Silicon makes four equal bonds, usually drawn with sp³ hybrids, so the naive picture gives each atom one s electron and three p electrons, all sitting at the same energy. The density-functional calculation below keeps roughly to the first half of that picture and contradicts the second. The projection electrons count how much of the filled valence states belongs to each kind of orbital. The potential also carries the 2p electrons, but these lie below the window floor and are not counted, so the p rows hold valence p character only. The projection band centre is the mean energy of that part, measured from the top of the valence band.

OpenMX 3.8.5 calculation of a two-atom silicon cell, atoms displaced at random by about 0.05 Å, with LDA, OpenMX 2013 potentials (2p in valence), basis Si7.0H-s3p4d2 and a 9×9×9 k mesh (12×12×12 for the density of states). Mulliken projections count filled states above the window floor of −12 eV; band centres are measured from the valence top.

```
projection name  projection electrons (e)  projection band centre (eV)
          Si1_s                     1.290                       -8.270
          Si1_p                     2.410                       -3.740
          Si1_d                     0.290                       -4.110
          Si2_s                     1.290                       -8.270
          Si2_p                     2.410                       -3.740
          Si2_d                     0.290                       -4.110
```

Start with the first two rows. The s part is centred at −8.27 eV and the p part at −3.74 eV, so s and p do not share one energy even though they share the bonds. Two standard causes work together. In the free atom a 3s electron comes closer to the nucleus than a 3p electron and is bound more tightly. In the crystal the levels broaden into bands, and the deepest state joins s functions in phase on all atoms, which lowers it further. Mixing of s and p in the bonds works against both, because it leaves some s character higher up and some p character lower down. Still, the lowest band is mainly s, and the states near the top are mainly p.

This ordering can be turned into an estimate by hand. Treat the valence electrons as a free-electron gas, with v the volume per electron in Å³. The energy from the bottom to the top of the filled states is then

W = 36.5 eV / v^(2/3)

Silicon has 20.16 Å³ per atom here and four valence electrons, so v = 5.04 and W = 12.4 eV. In such a gas the lowest fraction f of the electrons has a mean energy of 0.6 W f^(2/3) above the bottom. For the whole gas (f = 1) the mean therefore lies 0.4 W below the top.

Now sort the electrons. Two atoms with four valence electrons each fill four bands, so the lowest band holds a quarter of the electrons. Call that quarter s and the rest p. For the row Si1_s,

E(s) = −W + 0.6 W (1/4)^(2/3) = −0.76 W = −9.5 eV

For the row Si1_p, the three remaining electrons must restore the common mean:

E(p) = [4 × (−0.40 W) + 0.76 W] / 3 = −0.28 W = −3.5 eV

The rule has no adjustable constant, so both worked rows are tests of it. It puts s too deep by 1.2 eV, or 14% of the computed depth below the valence top, and p too shallow by 0.3 eV, or 7%. Placing every orbital at the common mean would give a typical error of 2.1 eV; sorting them brings this down to 0.8 eV. The printed output sets the rule beside each row.

Part of the error in the s row has a clear physical meaning. The rule packs all s character into the lowest band, whereas real bands mix s and p, and some s character ends up higher. The electron count of the s row supports this: the lowest band has room for one electron per atom, yet the projection finds 1.29, so some s character must sit in higher bands. The s row amounts to 32% of the valence electrons, but even if the lowest 32% of the gas were purely s, their centre would lie at −8.9 eV, still below the computed value. Within this model and this projection, the sorting thus appears strong but incomplete.

The counts themselves, 1.29 s and 2.41 p electrons, depart from one and three in an understandable direction. A free silicon atom has two s and two p electrons. Bonding favours moving one s electron into p, but the move costs energy because s lies deeper, so the crystal stops short of the full transfer. This can explain only about half of the 0.59 electrons missing from p, since the other half are counted as d. The explanation is an argument from theory, and the exact split should not be read as a measured hybridisation, because it changes with the basis set.

The third row, Si1_d, might suggest a partly filled 3d shell. Its centre at −4.11 eV lies close to the p centre, which fits a simpler reading. Functions of d shape let the p lobes bend and shift towards the bonds, so their 0.29 electrons belong to the same bonding states. The rule gives d no electrons of its own and lends it the p centre, which is too shallow by 0.6 eV.

The last three rows repeat the first three because the two atoms are equivalent by symmetry. They add no new test, but the full set does allow a check that is independent of how electrons are shared among orbitals. Weighted by electrons, the mean of all centres is −5.2 eV, against −5.0 eV from the free-electron gas, a difference of about 5%. This agreement fits a picture in which the density of the electrons sets the overall depth and the s character of the lowest states sets the division into s and p, though one crystal cannot prove it.

The range of the rule follows from its two assumptions: evenly spread electrons, and a lowest band that is purely s. The share of one quarter suits crystals in which each atom brings four valence electrons and the lowest quarter of the filled states is mainly s. A larger cell of the same crystal has more bands but the same share. Closer packing should widen the band and push the centres further below the top, but a table for one volume cannot confirm the power of v. For diamond, with its much shorter bonds, the formula is expected to give too wide a band. The atoms here are also slightly displaced from their ideal sites, and the zero is the valence top of that distorted crystal, so small differences in eV should not be carried over to perfect silicon. Where electrons sit in narrow d bands or are held mostly by one partner of an ionic compound, they are not spread evenly through the volume, and the estimate of W loses its basis.

Output of the analysis:

```
volume per valence electron (cubic angstrom): 5.04
factor that gives W when divided by the two-thirds power of that volume (eV angstrom^2): 36.46
free-electron width W (eV): 12.4
s centre of the rule in units of W: -0.7619
p centre of the rule in units of W: -0.2794
mean centre by the rule (eV): -4.962
electron-weighted mean centre in the table (eV): -5.231
rule less table for the mean centre (percent of its depth): -5.154
Band centres (eV):
    row  computed    rule  rule less computed  percent of depth
  Si1_s     -8.27  -9.451              -1.181             14.28
  Si1_p     -3.74  -3.465              0.2745             -7.34
  Si1_d     -4.11  -3.465              0.6445            -15.68
  Si2_s     -8.27  -9.451              -1.181             14.28
  Si2_p     -3.74  -3.465              0.2745             -7.34
  Si2_d     -4.11  -3.465              0.6445            -15.68
Electrons per atom:
    row  computed  rule  rule less computed
  Si1_s      1.29     1               -0.29
  Si1_p      2.41     3                0.59
  Si1_d      0.29     0               -0.29
  Si2_s      1.29     1               -0.29
  Si2_p      2.41     3                0.59
  Si2_d      0.29     0               -0.29
rms miss of the rule for centres (eV): 0.7928
rms miss if all centres sit at the rule's mean (eV): 2.095
p centre less s centre, computed (eV): 4.53
p centre less s centre, rule (eV): 5.985
computed s share of the electrons (percent): 32.33
computed joint centre of p and d (eV): -3.78
s centre, full sorting with computed s share (eV): -8.899
joint p and d centre, same sorting (eV): -3.081
```
